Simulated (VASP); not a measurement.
# Ga11As12 (a cell with a defect) in VASP: a series of runs, part 2 of 2

VASP 6.6.1. Earlier steps stand in the parts before.

## Step 4: Single point, PBEsol

File INCAR:

```
SYSTEM = Ga11As12
  PREC = Accurate
  ENCUT = 350
  EDIFF = 1E-5
  ISMEAR = 0
  SIGMA = 0.03
  LREAL = Auto
  LASPH = .True.
  NELM = 120
  ALGO = Normal
  ISIF = 2
  LWAVE = .False.
  LCHARG = .False.
  GGA = PS
  LORBIT = 11
  NELECT = 204.0
  KPAR = 2
```

File KPOINTS:

```
Automatic mesh
0
Gamma
  2 2 2
  0 0 0
```

File POSCAR:

```
Ga11As12
1.0
    0.0000000000      8.4805500000      8.4805500000
    5.6537000000      0.0000000000      5.6537000000
    5.6537000000      5.6537000000      0.0000000000
Ga As
11 12
Direct
    0.0000000000      0.0000000000      0.5000000000
    0.0000000000      0.5000000000      0.0000000000
    0.0000000000      0.5000000000      0.5000000000
    0.3333330000      0.0000000000      0.0000000000
    0.3333330000      0.0000000000      0.5000000000
    0.3333330000      0.5000000000      0.0000000000
    0.3333330000      0.5000000000      0.5000000000
    0.6666670000      0.0000000000      0.0000000000
    0.6666670000      0.0000000000      0.5000000000
    0.6666670000      0.5000000000      0.0000000000
    0.6666670000      0.5000000000      0.5000000000
    0.0833333333      0.1250000000      0.1250000000
    0.0833333333      0.1250000000      0.6250000000
    0.0833333333      0.6250000000      0.1250000000
    0.0833333333      0.6250000000      0.6250000000
    0.4166663333      0.1250000000      0.1250000000
    0.4166663333      0.1250000000      0.6250000000
    0.4166663333      0.6250000000      0.1250000000
    0.4166663333      0.6250000000      0.6250000000
    0.7500003333      0.1250000000      0.1250000000
    0.7500003333      0.1250000000      0.6250000000
    0.7500003333      0.6250000000      0.1250000000
    0.7500003333      0.6250000000      0.6250000000
```

Started as:

```console
$ cat potpaw_PBE.64/Ga_d/POTCAR potpaw_PBE.64/As/POTCAR > POTCAR
$ mpirun -np 4 vasp_std > vasp.out
```

Wall time 2.4 min (4 MPI ranks of Intel Xeon Platinum 8488C (Sapphire Rapids), shared host); peak memory 0.34 GiB.

Results (log left out):

```yaml
Free_energy: -98.0526 eV
Largest_force: 0.630 eV/Å
Band_gap_on_the_k_mesh: none (metal or under the smearing width)
Valence_electrons_inside_the_program's_atomic_spheres: Ga 11.69, 11.70; As 2.77, 2.85, 2.79
```

Forces in eV/Å, atoms in the order of the input:
```
Ga  -0.009 -0.065  0.344
Ga  -0.009  0.344 -0.065
Ga  -0.351 -0.004 -0.004
Ga   0.276 -0.224 -0.224
Ga   0.175 -0.370 -0.103
Ga   0.175 -0.103 -0.370
Ga  -0.057 -0.035 -0.035
Ga   0.437  0.146  0.146
Ga  -0.235 -0.474  0.271
Ga  -0.235  0.271 -0.474
Ga  -0.062  0.017  0.017
As  -0.323 -0.270 -0.270
As   0.222  0.515 -0.287
As   0.222 -0.287  0.515
As   0.077 -0.046 -0.046
As  -0.298  0.127  0.127
As   0.104  0.146 -0.102
As   0.104 -0.102  0.146
As  -0.040  0.052  0.052
As  -0.209  0.348  0.348
As  -0.028  0.060 -0.064
As  -0.028 -0.064  0.060
As   0.095  0.020  0.020
```

Levels at points of the mesh, in eV from the Fermi level:
```tsv
k point	band 99	band 100	band 101	band 102	band 103	band 104	band 105	band 106
(0.00, 0.00, 0.00)	-0.62	-0.61	0.13	0.24	0.29	0.32	0.73	0.80
(0.50, 0.00, 0.00)	-0.74	-0.61	-0.60	0.20	0.21	0.66	0.78	1.18
(0.00, 0.50, 0.00)	-1.00	-0.99	-0.99	-0.06	0.03	1.03	1.41	1.71
(0.50, 0.00, 0.50)	-1.42	-1.21	-1.07	-0.45	-0.03	1.75	1.77	1.96
(0.00, 0.50, 0.50)	-1.35	-1.31	-0.93	-0.24	0.05	1.57	1.58	1.69
(0.50, 0.50, 0.50)	-1.19	-1.17	-0.98	-0.33	-0.05	1.74	1.82	1.90
```

Caveat: the k mesh is coarse (spacing up to 0.48 Å⁻¹), so the values aren't converged; the cell is charged against a uniform background, so pressure and absolute levels hang on convention; the PAW data sets were made with another functional, which shifts forces and pressure a little.

## Step 5: Single point, PBEsol, collinear spin, ferromagnetic start

File INCAR:

```
SYSTEM = Ga11As12
  PREC = Accurate
  ENCUT = 350
  EDIFF = 1E-5
  ISMEAR = 0
  SIGMA = 0.03
  LREAL = Auto
  LASPH = .True.
  NELM = 120
  ALGO = All
  ISIF = 2
  LWAVE = .False.
  LCHARG = .False.
  ISPIN = 2
  MAGMOM = 0 0 0 0 0 0 0 0 0 0 0 0.5 0.5 0.5 0 0 0 0 0 0.5 0 0 0
  LORBIT = 11
  GGA = PS
  NELECT = 204.0
  ISYM = 0
  KPAR = 2
```

KPOINTS is that of step 4.

POSCAR is that of step 4.

Started as:

```console
$ cat potpaw_PBE.64/Ga_d/POTCAR potpaw_PBE.64/As/POTCAR > POTCAR
$ mpirun -np 4 vasp_std > vasp.out
```

Run time: 5.9 min. Hardware: 4 MPI ranks of Intel Xeon Platinum 8488C (Sapphire Rapids), shared host; peak memory 0.75 GiB.

It converged, with:

| Quantity | Value |
| --- | --- |
| Free energy | -98.0648 eV |
| Largest force | 0.613 eV/Å |
| Band gap on the k mesh | none (metal or under the smearing width) |
| Net moment | 0.75 μB per cell |
| Site moments | Ga +0.01, +0.00; As +0.12, +0.10, -0.00, +0.02, +0.00 μB |
| Valence electrons inside the program's atomic spheres | Ga 11.69, 11.70; As 2.77, 2.85, 2.80 |

Forces in eV/Å, atoms in the order of the input:
```
Ga   0.002 -0.063  0.313
Ga   0.002  0.313 -0.063
Ga  -0.334 -0.007 -0.007
Ga   0.299 -0.205 -0.205
Ga   0.164 -0.343 -0.081
Ga   0.164 -0.081 -0.343
Ga  -0.069 -0.036 -0.036
Ga   0.486  0.179  0.179
Ga  -0.253 -0.482  0.282
Ga  -0.253  0.282 -0.482
Ga  -0.065  0.016  0.016
As  -0.369 -0.250 -0.250
As   0.236  0.472 -0.262
As   0.236 -0.262  0.472
As   0.070 -0.041 -0.041
As  -0.292  0.098  0.098
As   0.109  0.144 -0.106
As   0.109 -0.106  0.144
As  -0.032  0.052  0.052
As  -0.258  0.318  0.318
As  -0.027  0.056 -0.073
As  -0.027 -0.073  0.056
As   0.103  0.019  0.019
```

Levels at points of the mesh, in eV from the Fermi level:
Spin up:
| k point | band 99 | band 100 | band 101 | band 102 | band 103 | band 104 | band 105 | band 106 | band 107 | band 108 |
| --- | --- | --- | --- | --- | --- | --- | --- | --- | --- | --- |
| (0.00, 0.00, 0.00) | -0.66 | -0.65 | 0.09 | 0.16 | 0.16 | 0.24 | 0.70 | 0.78 | 0.84 | 1.08 |
| (0.50, 0.00, 0.00) | -0.76 | -0.62 | -0.61 | 0.05 | 0.06 | 0.64 | 0.75 | 1.16 | 1.18 | 1.26 |
| (0.00, 0.50, 0.00) | -1.10 | -1.03 | -1.02 | -0.15 | -0.06 | 1.01 | 1.39 | 1.68 | 1.72 | 1.76 |
| (0.00, 0.00, 0.50) | -1.10 | -1.03 | -1.02 | -0.15 | -0.06 | 1.01 | 1.39 | 1.68 | 1.72 | 1.76 |
| (0.50, 0.00, 0.50) | -1.45 | -1.31 | -1.09 | -0.49 | -0.19 | 1.72 | 1.74 | 1.95 | 2.06 | 2.15 |
| (0.50, 0.50, 0.00) | -1.45 | -1.31 | -1.09 | -0.49 | -0.19 | 1.72 | 1.74 | 1.95 | 2.06 | 2.15 |
| (0.00, 0.50, 0.50) | -1.39 | -1.37 | -0.96 | -0.30 | -0.10 | 1.55 | 1.56 | 1.66 | 1.75 | 1.91 |
| (0.50, 0.50, 0.50) | -1.32 | -1.19 | -1.02 | -0.35 | -0.21 | 1.72 | 1.79 | 1.87 | 1.98 | 2.36 |
Spin down:
```
           k point  band 100  band 101  band 102  band 103  band 104  band 105
(0.00, 0.00, 0.00)     -0.61      0.15      0.23      0.35      0.40      0.72
(0.50, 0.00, 0.00)     -0.61     -0.60      0.27      0.29      0.65      0.76
(0.00, 0.50, 0.00)     -1.00     -0.96     -0.02      0.12      1.02      1.40
(0.00, 0.00, 0.50)     -1.00     -0.96     -0.02      0.12      1.02      1.40
(0.50, 0.00, 0.50)     -1.17     -1.07     -0.42      0.05      1.73      1.75
(0.50, 0.50, 0.00)     -1.17     -1.07     -0.42      0.05      1.73      1.75
(0.00, 0.50, 0.50)     -1.27     -0.93     -0.19      0.11      1.56      1.57
(0.50, 0.50, 0.50)     -1.09     -0.98     -0.31      0.01      1.73      1.81
```

Caveat: the k mesh is coarse (spacing up to 0.48 Å⁻¹), so the values aren't converged; the cell is charged against a uniform background, so pressure and absolute levels hang on convention; the PAW data sets were made with another functional, which shifts forces and pressure a little.

## Step 6: Single point, PBEsol, collinear spin, ferromagnetic start

Changes to INCAR since step 5:

```diff
@@ -9,3 +9,3 @@
   NELM = 120
-  ALGO = All
+  ALGO = Normal
   ISIF = 2
@@ -16,5 +16,5 @@
   LORBIT = 11
+  NUPDOWN = 2
   GGA = PS
   NELECT = 204.0
-  ISYM = 0
   KPAR = 2
```

KPOINTS is that of step 5.

POSCAR is that of step 5.

Potentials or basis: VASP PAW PBE potentials, release 64 (Ga_d, As).

Started as:

```console
$ cat potpaw_PBE.64/Ga_d/POTCAR potpaw_PBE.64/As/POTCAR > POTCAR
$ mpirun -np 4 vasp_std > vasp.out
```

OUTCAR:

```text
SYSTEM = Ga11As12
   PREC = Accurate
   ENCUT = 350
   EDIFF = 1E-5
   ISMEAR = 0
   LREAL = Auto
   LASPH = .True.
   NELM = 120
   ISIF = 2
   ISPIN = 2
   LORBIT = 11
   NUPDOWN = 2
   GGA = PS
   NELECT = 204.0

 ion  position               nearest neighbor table
   1  0.000  0.000  0.500-  21 2.45  13 2.45  15 2.45  12 2.45
   2  0.000  0.500  0.000-  22 2.45  14 2.45  15 2.45  12 2.45
   3  0.000  0.500  0.500-  23 2.45  15 2.45  13 2.45  14 2.45
   4  0.333  0.000  0.000-  12 2.45  16 2.45  17 2.45  18 2.45
   5  0.333  0.000  0.500-  13 2.45  17 2.45  16 2.45  19 2.45
   6  0.333  0.500  0.000-  14 2.45  18 2.45  16 2.45  19 2.45
   7  0.333  0.500  0.500-  15 2.45  19 2.45  18 2.45  17 2.45
   8  0.667  0.000  0.000-  20 2.45  21 2.45  22 2.45  16 2.45
   9  0.667  0.000  0.500-  21 2.45  20 2.45  23 2.45  17 2.45
  10  0.667  0.500  0.000-  22 2.45  20 2.45  23 2.45  18 2.45
  11  0.667  0.500  0.500-  23 2.45  22 2.45  21 2.45  19 2.45
  12  0.083  0.125  0.125-   4 2.45   2 2.45   1 2.45
  13  0.083  0.125  0.625-   5 2.45   1 2.45   3 2.45
  14  0.083  0.625  0.125-   6 2.45   2 2.45   3 2.45
  15  0.083  0.625  0.625-   7 2.45   3 2.45   1 2.45   2 2.45
  16  0.417  0.125  0.125-   4 2.45   5 2.45   6 2.45   8 2.45
  17  0.417  0.125  0.625-   5 2.45   4 2.45   7 2.45   9 2.45
  18  0.417  0.625  0.125-   6 2.45   4 2.45   7 2.45  10 2.45
[... 1659 lines left out ...]
  energy-cutoff  :      350.00
  volume of cell :      542.15
      direct lattice vectors                 reciprocal lattice vectors
     0.000000000  8.480550000  8.480550000    -0.058958440  0.058958440  0.058958440
     5.653700000  0.000000000  5.653700000     0.088437660 -0.088437660  0.088437660
     5.653700000  5.653700000  0.000000000     0.088437660  0.088437660 -0.088437660

 POSITION                                       TOTAL-FORCE (eV/Angst)
 -----------------------------------------------------------------------------------
      2.82685      2.82685      0.00000        -0.034615      0.001937      0.431855
      2.82685      0.00000      2.82685        -0.034615      0.431855      0.001937
      5.65370      2.82685      2.82685        -0.450802      0.035559      0.035559
      0.00000      2.82685      2.82685         0.313260     -0.192331     -0.192331
      2.82685      5.65370      2.82685         0.178674     -0.333798     -0.131371
      2.82685      2.82685      5.65370         0.178674     -0.131371     -0.333798
[... 15 lines left out ...]
      4.24027      7.06713      9.89398        -0.034118     -0.057118      0.051679
      7.06712      9.89398      9.89398         0.086155      0.015672      0.015672
 -----------------------------------------------------------------------------------
    total drift:                                0.005593      0.005780      0.005776

  FREE ENERGIE OF THE ION-ELECTRON SYSTEM (eV)
  ---------------------------------------------------
  free  energy   TOTEN  =       -97.8954608039 eV

  energy  without entropy=      -97.8926133382  energy(sigma->0) =      -97.89403707

 total charge

# of ion       s       p       d       tot
------------------------------------------
    1        0.884   0.814   9.994  11.692
    2        0.884   0.814   9.994  11.692
    3        0.884   0.814   9.994  11.692
    4        0.887   0.818   9.994  11.699
    5        0.881   0.818   9.994  11.693
    6        0.881   0.818   9.994  11.693
[... 15 lines left out ...]
   22        1.207   1.615   0.031   2.853
   23        1.206   1.616   0.031   2.853
--------------------------------------------------
tot         24.345  27.931 110.292 162.567

 magnetization (x)

# of ion       s       p       d       tot
------------------------------------------
    1       -0.003   0.011   0.007   0.016
    2       -0.003   0.011   0.007   0.016
    3       -0.003   0.011   0.007   0.015
    4       -0.001   0.014   0.006   0.018
    5        0.001   0.002   0.005   0.007
    6        0.001   0.002   0.005   0.007
[... 15 lines left out ...]
   22        0.001   0.004   0.000   0.005
   23        0.001   0.001   0.000   0.002
--------------------------------------------------
tot          0.044   0.990   0.052   1.086
```

OSZICAR:

```text
N       E                     dE             d eps       ncg     rms          rms(c)
DAV:   1     0.192605061715E+04    0.19261E+04   -0.67753E+04  3056   0.180E+03
DAV:   2     0.281717508771E+03   -0.16443E+04   -0.15910E+04  3256   0.517E+02
DAV:   3    -0.633084085330E+02   -0.34503E+03   -0.32211E+03  3552   0.177E+02
DAV:   4    -0.983351021022E+02   -0.35027E+02   -0.34171E+02  3664   0.548E+01
DAV:   5    -0.100162396085E+03   -0.18273E+01   -0.18164E+01  3768   0.131E+01    0.104E+01
DAV:   6    -0.982455952545E+02    0.19168E+01   -0.36731E+00  4292   0.136E+01    0.579E+00
DAV:   7    -0.978863547793E+02    0.35924E+00   -0.20511E+00  3568   0.488E+00    0.174E+00
DAV:   8    -0.978897331632E+02   -0.33784E-02   -0.33552E-01  3292   0.458E+00    0.847E-01
DAV:   9    -0.978941112095E+02   -0.43780E-02   -0.69908E-02  3824   0.128E+00    0.275E-01
DAV:  10    -0.978945723011E+02   -0.46109E-03   -0.12155E-02  3392   0.953E-01    0.123E-01
DAV:  11    -0.978951881353E+02   -0.61583E-03   -0.30117E-03  3800   0.358E-01    0.793E-02
DAV:  12    -0.978953620021E+02   -0.17387E-03   -0.72337E-04  3520   0.260E-01    0.381E-02
DAV:  13    -0.978954528708E+02   -0.90869E-04   -0.24624E-04  3312   0.155E-01    0.117E-02
DAV:  14    -0.978954608039E+02   -0.79331E-05   -0.95495E-05  3792   0.703E-02
   1 F= -.97895461E+02 E0= -.97894037E+02  d E =-.284747E-02  mag=     2.0000
```

stdout:

```text
POSCAR found type information on POSCAR GaAs
 POSCAR found :  2 types and      23 ions
 scaLAPACK will be used
 -----------------------------------------------------------------------------
|                                                                             |
|                                                                             |
|     You enforced a specific xc type in the INCAR file but a different       |
|     I HOPE YOU KNOW WHAT YOU ARE DOING!                                     |
|                                                                             |
 -----------------------------------------------------------------------------

 LDA part: xc-table for (Slater+PW92), standard interpolation
 POSCAR, INCAR and KPOINTS ok, starting setup
 FFT: planning ... GRIDC
 FFT: planning ... GRID_SOFT
 FFT: planning ... GRID
 WAVECAR not read
 entering main loop
 the old and the new charge density differ
 old charge density:   203.00000 new  203.99999
BRMIX: very serious problems
 the old and the new charge density differ
 old charge density:   203.00000 new  203.99999
    0.104E+01
```

It took 4 min on 4 MPI ranks of Intel Xeon Platinum 8488C (Sapphire Rapids), shared host; peak memory 0.47 GiB.

What came out:

```yaml
Free_energy: -97.8955 eV
Largest_force: 0.549 eV/Å
Net_moment: 2.00 μB per cell
Site_moments: Ga +0.02, +0.01, +0.00; As +0.24, +0.22, +0.01, +0.07, +0.02, +0.16, +0.00 μB
Valence_electrons_inside_the_program's_atomic_spheres: Ga 11.69, 11.70; As 2.78, 2.85
```

Forces on the atoms (eV/Å):
```
Ga  -0.035  0.002  0.432
Ga  -0.035  0.432  0.002
Ga  -0.451  0.036  0.036
Ga   0.313 -0.192 -0.192
Ga   0.179 -0.334 -0.131
Ga   0.179 -0.131 -0.334
Ga  -0.003 -0.057 -0.057
Ga   0.273  0.123  0.123
Ga  -0.164 -0.263  0.196
Ga  -0.164  0.196 -0.263
Ga  -0.045 -0.004 -0.004
As  -0.256 -0.295 -0.295
As   0.290  0.349 -0.308
As   0.290 -0.308  0.349
As   0.068 -0.050 -0.050
As  -0.234  0.152  0.152
As   0.018  0.076 -0.040
As   0.018 -0.040  0.076
As  -0.034  0.061  0.061
As  -0.224  0.236  0.236
As  -0.034  0.052 -0.057
As  -0.034 -0.057  0.052
As   0.086  0.016  0.016
```

Caveat: the k mesh is coarse (spacing up to 0.48 Å⁻¹), so the values aren't converged; the cell is charged against a uniform background, so pressure and absolute levels hang on convention; the PAW data sets were made with another functional, which shifts forces and pressure a little; the total moment is fixed, so each spin has its own Fermi level.

## Step 7: Summary

```tsv
spin	fixed moment (μB)	gap on the mesh (eV)	moment (μB)	largest force (eV/Å)
collinear, ferromagnetic start	-	none	0.75	0.61
off	-	none	-	0.63
collinear, ferromagnetic start	2	-	2.00	0.55
```

Alike in all rows: task single point; level PBEsol; potentials or basis VASP PAW PBE potentials, release 64 (Ga_d, As); cell as given; k mesh 2 × 2 × 2; cutoff (eV) 350; smearing gaussian 0.03 eV; the mesh is coarse, so values aren't converged.

Caveats: all runs use coarse meshes; the cell is charged against a uniform background, so pressure and absolute levels hang on convention; the PAW data sets were made with another functional, which shifts forces and pressure a little; the total moment is fixed, so each spin has its own Fermi level (some runs).

Total energies depend on the potentials used, so only differences within one code and one set of settings carry meaning.
